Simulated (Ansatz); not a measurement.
Born–Oppenheimer molecular dynamics of a periodic cell of 16 atoms, WC (start crystal WC, start structure P-6m2, volume 1.15 times the crystal's). It goes on from the last frame of an earlier run, with new velocities.

Method: Ansatz 0.2.0, DFT PBE, scalar-relativistic, plane waves, PAW. Settings: PAW set soft_1, cutoff 420 eV, k mesh 2x2x2, fermi-dirac smearing 0.36 eV, no spin polarisation.

```yaml
ensemble: NVE (velocity Verlet)
time_step: 0.75 fs
steps_asked: 260
starting_velocities_drawn_for: 2520 K
seed: 676956
```

Frames 0.75 fs apart, positions in Å.

Velocities at 45.0 fs (Å/ps):

```
W 1.38 0.73 2.60
C -2.12 7.59 -6.73
W 9.17 -1.78 -0.97
C -7.61 15.72 12.46
W -0.15 -0.58 3.55
C -7.32 -36.67 -0.39
W -7.98 -2.63 5.63
C -12.85 -11.91 -25.33
W -1.00 3.18 -2.82
C -10.23 -6.48 -2.22
W -1.69 1.71 -6.79
C -12.82 1.36 6.38
W 1.07 -4.68 -0.80
C 28.17 8.05 -0.94
W 0.75 5.81 -0.38
C 0.88 -4.59 16.57
```

```xyz
16
Lattice="-3.0021 -5.1998 0.0000 4.5031 -2.5999 0.0000 0.0000 0.0000 5.8900" Properties=species:S:1:pos:R:3 time_fs=45.0 energy_less_start_eV=-1.125 T=3100
W -0.310 -5.341 -0.131
C 1.069 -4.730 1.468
W -0.289 -5.407 2.785
C 1.104 -4.624 4.202
W -1.812 -2.679 0.009
C -0.330 -2.063 1.433
W -1.781 -2.720 2.974
C -0.252 -1.825 4.274
W 1.347 -2.590 -0.132
C 2.869 -2.030 1.436
W 1.198 -2.653 2.618
C 2.917 -1.710 4.542
W -0.305 -0.241 0.013
C -2.217 -4.510 1.675
W -0.471 -0.148 3.039
C -1.929 -4.320 4.480
16
Lattice="-3.0021 -5.1998 0.0000 4.5031 -2.5999 0.0000 0.0000 0.0000 5.8900" Properties=species:S:1:pos:R:3 time_fs=45.8 energy_less_start_eV=-1.216 T=3147
W -0.309 -5.340 -0.129
C 1.067 -4.724 1.462
W -0.282 -5.409 2.784
C 1.099 -4.612 4.212
W -1.812 -2.679 0.011
C -0.336 -2.091 1.432
W -1.787 -2.722 2.978
C -0.261 -1.834 4.255
W 1.346 -2.588 -0.134
C 2.861 -2.034 1.434
W 1.197 -2.652 2.613
C 2.907 -1.710 4.547
W -0.305 -0.245 0.012
C -2.195 -4.503 1.674
W -0.470 -0.144 3.038
C -1.929 -4.323 4.493
16
Lattice="-3.0021 -5.1998 0.0000 4.5031 -2.5999 0.0000 0.0000 0.0000 5.8900" Properties=species:S:1:pos:R:3 time_fs=46.5 energy_less_start_eV=-1.302 T=3191
W -0.308 -5.340 -0.127
C 1.067 -4.717 1.456
W -0.276 -5.410 2.783
C 1.094 -4.599 4.222
W -1.812 -2.680 0.014
C -0.342 -2.117 1.431
W -1.793 -2.724 2.983
C -0.271 -1.843 4.237
W 1.345 -2.586 -0.137
C 2.851 -2.038 1.432
W 1.196 -2.651 2.608
C 2.896 -1.710 4.550
W -0.304 -0.248 0.012
C -2.171 -4.497 1.673
W -0.469 -0.139 3.038
C -1.927 -4.327 4.505
16
Lattice="-3.0021 -5.1998 0.0000 4.5031 -2.5999 0.0000 0.0000 0.0000 5.8900" Properties=species:S:1:pos:R:3 time_fs=47.2 energy_less_start_eV=-1.378 T=3230
W -0.307 -5.339 -0.125
C 1.067 -4.709 1.450
W -0.269 -5.411 2.783
C 1.089 -4.585 4.233
W -1.813 -2.680 0.017
C -0.347 -2.143 1.429
W -1.799 -2.727 2.987
C -0.280 -1.853 4.220
W 1.344 -2.584 -0.139
C 2.840 -2.042 1.430
W 1.195 -2.650 2.603
C 2.885 -1.710 4.553
W -0.303 -0.252 0.011
C -2.146 -4.491 1.670
W -0.469 -0.135 3.038
C -1.925 -4.332 4.518
16
Lattice="-3.0021 -5.1998 0.0000 4.5031 -2.5999 0.0000 0.0000 0.0000 5.8900" Properties=species:S:1:pos:R:3 time_fs=48.0 energy_less_start_eV=-1.441 T=3263
W -0.306 -5.338 -0.122
C 1.069 -4.700 1.443
W -0.262 -5.412 2.782
C 1.085 -4.570 4.245
W -1.813 -2.681 0.019
C -0.353 -2.168 1.427
W -1.805 -2.729 2.991
C -0.289 -1.863 4.203
W 1.343 -2.582 -0.141
C 2.828 -2.044 1.427
W 1.193 -2.648 2.598
C 2.874 -1.712 4.555
W -0.302 -0.255 0.010
C -2.119 -4.485 1.667
W -0.468 -0.131 3.037
C -1.922 -4.338 4.530
16
Lattice="-3.0021 -5.1998 0.0000 4.5031 -2.5999 0.0000 0.0000 0.0000 5.8900" Properties=species:S:1:pos:R:3 time_fs=48.8 energy_less_start_eV=-1.489 T=3288
W -0.305 -5.338 -0.120
C 1.071 -4.690 1.436
W -0.255 -5.414 2.782
C 1.082 -4.555 4.256
W -1.813 -2.682 0.022
C -0.359 -2.193 1.424
W -1.811 -2.731 2.995
C -0.298 -1.873 4.188
W 1.342 -2.579 -0.143
C 2.816 -2.046 1.424
W 1.192 -2.647 2.594
C 2.862 -1.714 4.557
W -0.301 -0.258 0.010
C -2.092 -4.479 1.664
W -0.467 -0.126 3.037
C -1.919 -4.343 4.543
16
Lattice="-3.0021 -5.1998 0.0000 4.5031 -2.5999 0.0000 0.0000 0.0000 5.8900" Properties=species:S:1:pos:R:3 time_fs=49.5 energy_less_start_eV=-1.519 T=3303
W -0.304 -5.337 -0.118
C 1.074 -4.680 1.428
W -0.249 -5.415 2.781
C 1.079 -4.539 4.268
W -1.813 -2.682 0.024
C -0.365 -2.216 1.421
W -1.818 -2.733 2.999
C -0.306 -1.883 4.173
W 1.341 -2.578 -0.145
C 2.802 -2.047 1.420
W 1.190 -2.647 2.590
C 2.850 -1.717 4.557
W -0.300 -0.261 0.009
C -2.063 -4.473 1.660
W -0.466 -0.122 3.036
C -1.916 -4.349 4.556
16
Lattice="-3.0021 -5.1998 0.0000 4.5031 -2.5999 0.0000 0.0000 0.0000 5.8900" Properties=species:S:1:pos:R:3 time_fs=50.2 energy_less_start_eV=-1.530 T=3309
W -0.303 -5.336 -0.116
C 1.078 -4.669 1.421
W -0.242 -5.416 2.781
C 1.076 -4.522 4.281
W -1.814 -2.683 0.027
C -0.371 -2.238 1.417
W -1.824 -2.735 3.003
C -0.315 -1.892 4.159
W 1.340 -2.576 -0.147
C 2.789 -2.047 1.417
W 1.189 -2.646 2.585
C 2.838 -1.720 4.557
W -0.299 -0.265 0.008
C -2.033 -4.467 1.655
W -0.465 -0.117 3.036
C -1.913 -4.356 4.568
16
Lattice="-3.0021 -5.1998 0.0000 4.5031 -2.5999 0.0000 0.0000 0.0000 5.8900" Properties=species:S:1:pos:R:3 time_fs=51.0 energy_less_start_eV=-1.520 T=3304
W -0.302 -5.335 -0.114
C 1.083 -4.657 1.413
W -0.236 -5.417 2.781
C 1.075 -4.505 4.293
W -1.814 -2.684 0.029
C -0.377 -2.259 1.412
W -1.830 -2.737 3.007
C -0.323 -1.902 4.147
W 1.339 -2.574 -0.150
C 2.775 -2.047 1.413
W 1.188 -2.645 2.581
C 2.826 -1.725 4.555
W -0.298 -0.268 0.008
C -2.002 -4.462 1.650
W -0.464 -0.113 3.035
C -1.909 -4.362 4.580
16
Lattice="-3.0021 -5.1998 0.0000 4.5031 -2.5999 0.0000 0.0000 0.0000 5.8900" Properties=species:S:1:pos:R:3 time_fs=51.8 energy_less_start_eV=-1.490 T=3288
W -0.300 -5.334 -0.112
C 1.089 -4.645 1.404
W -0.229 -5.418 2.780
C 1.073 -4.488 4.306
W -1.815 -2.684 0.032
C -0.383 -2.279 1.407
W -1.837 -2.740 3.010
C -0.330 -1.911 4.135
W 1.337 -2.572 -0.152
C 2.760 -2.046 1.408
W 1.186 -2.644 2.577
C 2.814 -1.730 4.553
W -0.297 -0.271 0.007
C -1.971 -4.457 1.644
W -0.462 -0.109 3.035
C -1.904 -4.370 4.592
16
Lattice="-3.0021 -5.1998 0.0000 4.5031 -2.5999 0.0000 0.0000 0.0000 5.8900" Properties=species:S:1:pos:R:3 time_fs=52.5 energy_less_start_eV=-1.440 T=3262
W -0.299 -5.333 -0.110
C 1.095 -4.632 1.396
W -0.223 -5.419 2.780
C 1.073 -4.470 4.319
W -1.815 -2.685 0.034
C -0.388 -2.298 1.402
W -1.843 -2.742 3.014
C -0.337 -1.920 4.125
W 1.336 -2.571 -0.154
C 2.746 -2.045 1.404
W 1.185 -2.644 2.573
C 2.802 -1.735 4.550
W -0.296 -0.274 0.006
C -1.940 -4.453 1.638
W -0.461 -0.104 3.034
C -1.900 -4.377 4.603
16
Lattice="-3.0021 -5.1998 0.0000 4.5031 -2.5999 0.0000 0.0000 0.0000 5.8900" Properties=species:S:1:pos:R:3 time_fs=53.2 energy_less_start_eV=-1.370 T=3226
W -0.298 -5.332 -0.107
C 1.102 -4.619 1.388
W -0.217 -5.420 2.780
C 1.073 -4.452 4.332
W -1.816 -2.686 0.037
C -0.393 -2.316 1.396
W -1.850 -2.745 3.018
C -0.344 -1.928 4.116
W 1.334 -2.569 -0.156
C 2.732 -2.043 1.399
W 1.183 -2.643 2.570
C 2.790 -1.741 4.545
W -0.295 -0.277 0.006
C -1.908 -4.449 1.632
W -0.460 -0.100 3.033
C -1.895 -4.385 4.614
```

Of the whole run (195 fs, mean temperature of the second half 2928 K): The conserved energy stayed within 0.14 meV per atom of its start (net change 0.078 meV per atom), so the integration is sound. A run of 0.2 ps of so small a system gives no equilibrium averages. Limits of this set-up: coarse k mesh.

The run took 22 min on 1 thread of Arm Neoverse V1, on a shared host, peak memory 0.54 GiB.
